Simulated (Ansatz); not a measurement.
Input file of a DFT run on Sm with Ansatz:

```yaml
crystal:
  lattice:
    - [3.8371005467, 0.0, 0.0]
    - [-1.9185502733, 3.3230265503, 0.0]
    - [0.0, 0.0, 6.1525681496]
  atoms:
    - { symbol: Sm, position: [0.3333333333, 0.6666666667, 0.75], spin: 6.81 }
    - { symbol: Sm, position: [0.6666666667, 0.3333333333, 0.25], spin: 6.81 }
basis:
  ecutwfc: 420
  ecutrho_ratio: 4
kpoints:
  mp_grid: { grid: [12, 12, 8] }
  band_path:
    path:
      - [[0.0, 0.0, 0.0], [0.5, 0.0, 0.0], [0.33333333, 0.33333333, 0.0], [0.0, 0.0, 0.0], [0.0, 0.0, 0.5], [0.5, 0.0, 0.5], [0.33333333, 0.33333333, 0.5], [0.0, 0.0, 0.5]]
      - [[0.5, 0.0, 0.5], [0.5, 0.0, 0.0]]
      - [[0.33333333, 0.33333333, 0.5], [0.33333333, 0.33333333, 0.0]]
    npoints: 14
hamiltonian:
  xc: pbe
scf:
  occupations: { method: gaussian, width: 0.05 }
  lower_state_search: "off"
  n_extra_bands: 25
output:
  forces: true
  stress: true
  eigenvalues: true
  populations: true
  hubbard: { sites: [{ species: Sm, l: f }] }
  dos: { projected: true, de: 0.02, nscf_kmesh: { grid: [18, 18, 12] } }
  bader: true
magnetization:
  spin_polarized: true
checkpoint:
  read: start.run
```

The folder start.run holds the converged state of an earlier run on the same cell; the run starts from that state's density and uses only the symmetry operations that the state has.

At room temperature and ambient pressure Sm takes another structure.

What the program printed, in part:

```
Sm: projections on atomic orbitals take those of the free atom [Kr 4d10] 4f6 5s2 5p6 5d0 6s2, of charge +0.00 (hamiltonian.pseudopotentials.projection_atoms); the dataset's partial waves leave at most 1.0e-3 of an orbital's norm unspanned inside its sphere
scf.n_extra_bands = 25 over 16 filled bands (N_el = 32.0): the run solves 41 bands
Pseudopotentials: kind: paw
Pseudopotential: Sm, paw, valence charge 16, recommended cutoff 420 eV (normal), Sm.paw.azcp
Crystal: 2 atoms, lattice volume = 78.450 Å³
Basis set: ecut = 420 eV, 1545 PW (Γ), exchange–correlation on 54×54×90 points (8 copies of the dense FFT grid, shifted against one another)
Bands: 41, of which v1, the nominal top of the filled ones, is band 16 counted from 1 (15 counted from 0)
Symmetry: 24 space group operations
Space group: P63/mmc (ITA 194), of the structure as read, at distance tolerance 4.3e-5 Å
Magnetic group: BNS 194.263 (UNI 1493), of the structure as read, at distance tolerance 4.3e-5 Å
k-points: 95 of 1152
Initial density: read from a saved state, or passed on in memory by an earlier SCF of this step, an earlier step, the calling program or the single point that the run made first
Starting moments: Σ|m| = 13.62 μB on 2 of 2 sites; this step starts from the density that it was given
Initial wavefunctions: pseudopotential atomic-orbital guess
Functional: x = pbe(κ = 0.804, μ = 0.21951), c = pbe(β = 0.06672)
iter 1 solved again at ethr=1.12e-8 eV; its pass at ethr=3.10e-3 eV (dr2=3.59e-6 eV) is discarded
```

SCF trace (energy estimate counted from the last row):
| iteration | ΔE (eV) | density residual (eV) | M (μB) |
| --- | --- | --- | --- |
| 1 | 0.000 | 2.40e-12 | 13.322 |
| 2 | 0.000 | 2.90e-10 | 13.322 |

```
SCF 1 converged in 2 iterations: F = -16488.966201 eV  dr2 = 2.90e-10
NSCF: frozen V_eff on 129 k-points
NSCF: frozen V_eff on 259 k-points
SCF converged after 2 iterations
Magnetization: 13.3217 μB (22.6608 up, 9.3392 down)
Absolute magnetization: 13.3217 μB (∫|ρ↑−ρ↓|, with the PAW one-centre terms)
Per-site moments (μB) at R_I (Å): [(6.19540, 1.56377), (6.19540, 1.56377)]
Free energy (F): -16488.966201 eV
E sigma→0 (E₀):  -16488.956077 eV
Entropy (-TS):   -0.020249 eV (-10.124 meV/atom)
Fermi energy:    9.836486 eV
--- Per-component energies (eV) ---
  E_band       = -71.756700
  E_kinetic    = 664.269003
  E_local      = -3321.053682  (includes V_loc(G=0)·N_el)
  E_nonlocal   = 809.212991
  E_hartree    = 1296.704870
  E_xc         = -349.433661
  E_vxc        = -381.121225  (∫ρ·V_xc dr)
  E_paw        = -12455.339054  (= ΣΔE_a)
  E_vpaw       = -436.474720  (= ΣTr[D̂ρ^β])
  E_aug_tail   =  0.000000  (compensation charges beyond the density's cutoff)
  E_ewald      = -3133.306420
  E_smearing   = -0.020249  (= −TS)
--- Forces (eV/Å), atoms counted from 1 ---
  atom   1  Sm     0.00000000     0.00000000     0.00000000
  atom   2  Sm     0.00000000     0.00000000     0.00000000
--- Stress (GPa, compression-positive) ---
        0.028501       0.000000       0.000000
        0.000000       0.028501       0.000000
        0.000000       0.000000       0.030107
  P = ⅓ Tr σ = 0.0290 GPa (0.290 kbar)
--- Löwdin populations: 2 sites ---
  site symbol       q [e]    m [muB]
     0     Sm     15.9787     6.6451
     1     Sm     15.9787     6.6451
--- Bader charges: 2 sites ---
  site symbol  charge [e]  shift [e]    m [muB]
     0     Sm      0.0000     0.0000     6.6608
     1     Sm      0.0000     0.0000     6.6608
  estimated error of the sums over rays = 9.5e-5 e
--- Occupation matrices: 2 shells (Löwdin-built; ε = 2.00e-2, provisional) ---
  Sm0 f_4F up     Tr n = 5.7791  λ = 0.449 0.518 0.922 0.922 0.988 0.988 0.993
  Sm0 f_4F dn     Tr n = 0.0043  λ = 0.000 0.000 0.000 0.000 0.001 0.001 0.001
  Sm1 f_4F up     Tr n = 5.7791  λ = 0.449 0.518 0.922 0.922 0.988 0.988 0.993
  Sm1 f_4F dn     Tr n = 0.0043  λ = 0.000 0.000 0.000 0.000 0.001 0.001 0.001
```

In short (PBE): pressure 0.0 GPa, gap on the mesh zero (metallic), site spin moments Sm 6.20 μB.

It took of the order of 40 core-seconds on a shared host.

Total energies depend on the potentials used, so only differences within one code and one set of settings carry meaning.

Spin–orbit coupling, which matters for such heavy elements, is left out. The run wasn't fully tested for a lower electronic state. Site moments are of spin, integrated over atomic spheres. Real Sm metal is trivalent (4f⁵); functionals without U can leave it nearly divalent and too large.

The state of the open shells isn't shown to be the lowest, and forces and pressures are less sure for it.
